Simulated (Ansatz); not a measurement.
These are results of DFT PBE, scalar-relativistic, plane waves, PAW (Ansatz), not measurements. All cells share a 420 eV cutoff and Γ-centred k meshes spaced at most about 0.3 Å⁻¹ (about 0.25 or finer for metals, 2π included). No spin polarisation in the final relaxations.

All energies are static (0 K, no zero-point motion). All come from trial cells, and lower structures may exist.

Question: These unrelaxed guesses for Sn3Ge2 are each relaxed within their symmetry. Order them by the energy at which they end, lowest first.
A.

```
CELL_PARAMETERS angstrom
0.00000 2.33977 11.69884
2.24282 0.00000 11.69884
2.24282 2.33977 0.00000
ATOMIC_POSITIONS crystal
Sn 0.20000 0.20000 0.80000
Sn 0.80000 0.80000 0.20000
Sn 0.00000 0.00000 0.00000
Ge 0.60000 0.60000 0.40000
Ge 0.40000 0.40000 0.60000
```

B.

```
CELL_PARAMETERS angstrom
2.35190 -2.22061 0.00000
2.35190 2.22061 0.00000
-2.02284 0.00000 11.75489
ATOMIC_POSITIONS crystal
Sn 0.00000 0.00000 0.00000
Sn 0.40000 0.40000 0.80000
Sn 0.60000 0.60000 0.20000
Ge 0.80000 0.80000 0.60000
Ge 0.20000 0.20000 0.40000
```

C.

```
CELL_PARAMETERS angstrom
1.63129 0.94183 13.31944
-1.63129 0.94183 13.31944
0.00000 -1.88365 13.31944
ATOMIC_POSITIONS crystal
Sn 0.20000 0.20000 0.20000
Sn 0.80000 0.80000 0.80000
Sn 0.00000 0.00000 0.00000
Ge 0.40000 0.40000 0.40000
Ge 0.60000 0.60000 0.60000
```

Answer: B (ends in C2/m, 0 meV/atom), A (ends in I4/mmm, 15 meV/atom), C (ends in R-3m, 41 meV/atom). Even the lowest end lies +0.17 eV/atom against the elements.

Cells relaxed within their symmetry can be saddle points. Some candidate types were left out of the draw beforehand, so a known form may be missing.
